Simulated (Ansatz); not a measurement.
Clusters are cut from relaxed bulk GaN (F-43m, not its usual structure, 11.76 Å³/atom, gap on the mesh 1.54 eV) and relaxed in a periodic box with vacuum; the excess energy counts from that bulk. Caps count from half an H2 molecule.

Computed with DFT PBE, scalar-relativistic, plane waves, PAW in Ansatz 0.2.0.

Cutoff 420 eV; k points 1×1×1 on the computed 34-atom cell (Γ-centred); Gaussian smearing, width 0.05 eV; no spin polarisation.

Start (Ga7N7H20, sphere cut):

```xyz
34
Lattice="14.7000 0.0000 0.0000 0.0000 15.0000 0.0000 0.0000 0.0000 15.3000" Properties=species:S:1:pos:R:3 pbc="T T T"
Ga    6.9402    7.0902    4.9660
Ga    6.9402    7.0902    9.5145
N     8.0773    8.2273    6.1031
N     8.0773    8.2273   10.6516
Ga    6.9402    4.8160    7.2402
Ga    6.9402    9.3645    7.2402
N     8.0773    5.9531    8.3773
N     8.0773   10.5016    8.3773
Ga    4.6660    7.0902    7.2402
Ga    9.2145    7.0902    7.2402
N     5.8031    8.2273    8.3773
N    10.3516    8.2273    8.3773
Ga    9.2145    9.3645    9.5145
N     5.8031    5.9531    6.1031
H     7.8467    6.1838    4.0595
H     6.0338    7.9967    4.0595
H     6.0338    6.1838   10.4209
H     8.6662    8.8162    5.5142
H     7.4884    8.8162   11.2405
H     8.6662    7.6384   11.2405
H     7.8467    3.9095    6.3338
H     6.0338    3.9095    8.1467
H     6.0338   10.2709    6.3338
H     8.6662    5.3642    8.9662
H     7.4884   11.0905    8.9662
H     8.6662   11.0905    7.7884
H     3.7595    7.9967    6.3338
H     3.7595    6.1838    8.1467
H    10.1209    6.1838    6.3338
H     5.2142    8.8162    8.9662
H    10.9405    7.6384    8.9662
H    10.9405    8.8162    7.7884
H    10.1209   10.2709   10.4209
H     5.2142    5.3642    5.5142
```

What does the relaxation give?

The free energy falls by 46 meV/atom.

```
excess energy (eV per host atom)                      : 0.018
gap on the mesh (eV)                                  : 3.86
highest filled level or Fermi level under vacuum (eV) : 5.70
```

Relaxed structure:
```yaml
crystal:
  lattice:
    - [14.70000, 0.00000, 0.00000]
    - [0.00000, 15.00000, 0.00000]
    - [0.00000, 0.00000, 15.30000]
  atoms:
    - { symbol: Ga, position: [0.46904, 0.46966, 0.31562] }
    - { symbol: Ga, position: [0.46510, 0.46578, 0.62127] }
    - { symbol: N, position: [0.54628, 0.54535, 0.40244] }
    - { symbol: N, position: [0.55148, 0.55045, 0.69224] }
    - { symbol: Ga, position: [0.46904, 0.31193, 0.47024] }
    - { symbol: Ga, position: [0.46510, 0.62372, 0.46644] }
    - { symbol: N, position: [0.54627, 0.40048, 0.54445] }
    - { symbol: N, position: [0.55148, 0.69611, 0.54946] }
    - { symbol: Ga, position: [0.30810, 0.46965, 0.47024] }
    - { symbol: Ga, position: [0.62626, 0.46579, 0.46645] }
    - { symbol: N, position: [0.39845, 0.54534, 0.54444] }
    - { symbol: N, position: [0.70013, 0.55046, 0.54946] }
    - { symbol: Ga, position: [0.63426, 0.63157, 0.62897] }
    - { symbol: N, position: [0.39694, 0.39901, 0.40100] }
    - { symbol: H, position: [0.53986, 0.40929, 0.26634] }
    - { symbol: H, position: [0.40744, 0.53908, 0.26635] }
    - { symbol: H, position: [0.41250, 0.41427, 0.69388] }
    - { symbol: H, position: [0.58463, 0.58292, 0.36028] }
    - { symbol: H, position: [0.51096, 0.58663, 0.73367] }
    - { symbol: H, position: [0.58840, 0.51074, 0.73367] }
    - { symbol: H, position: [0.53985, 0.26162, 0.41108] }
    - { symbol: H, position: [0.40746, 0.26164, 0.53832] }
    - { symbol: H, position: [0.41248, 0.69777, 0.41596] }
    - { symbol: H, position: [0.58463, 0.35749, 0.58129] }
    - { symbol: H, position: [0.51096, 0.73837, 0.58493] }
    - { symbol: H, position: [0.58839, 0.73837, 0.51053] }
    - { symbol: H, position: [0.25672, 0.53906, 0.41110] }
    - { symbol: H, position: [0.25673, 0.40933, 0.53831] }
    - { symbol: H, position: [0.70181, 0.41424, 0.41595] }
    - { symbol: H, position: [0.35459, 0.58292, 0.58129] }
    - { symbol: H, position: [0.74325, 0.51075, 0.58493] }
    - { symbol: H, position: [0.74325, 0.58663, 0.51053] }
    - { symbol: H, position: [0.69558, 0.69171, 0.68799] }
    - { symbol: H, position: [0.35659, 0.35945, 0.36219] }
```

Each run keeps its start's symmetry and one magnetic start, so lower states can exist.

The run took 43 s on 4 threads of AMD EPYC 9R14 (Zen 4) (shared host), peak memory 2.1 GiB.